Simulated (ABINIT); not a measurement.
SrO:

```
Sr O
1.0
     0.00000    2.56630    2.56630
     2.56630    0.00000    2.56630
     2.56630    2.56630    0.00000
Sr O
1 1
Direct
  0.50000 0.50000 0.50000
  0.00000 0.00000 0.00000
```

Base run:

```yaml
Program: ABINIT 10.8.3 (patched build)
Functional: LDA
Potentials_or_basis: JTH PAW PBE v2.0
Cutoff: 762 eV
k_mesh: 9 × 9 × 9
Occupations: fermi-dirac, width 0.05 eV
Spin: no spin polarisation
```

Its results: band gap on the k mesh 3.21 eV, indirect (least direct gap 3.29 eV); pressure -4.2 GPa.

Q: The run is repeated on the same cell with these changes: functional from LDA to WC. What comes out?

A: Band gap on the k mesh 3.27 eV, indirect (least direct gap 3.35 eV); pressure -1.1 GPa.

WC binds less tightly than LDA, so the same cell stands under more pressure.

Caveats: the PAW data sets were made with another functional, which shifts forces and pressure a little.

A k mesh can miss the band edges.
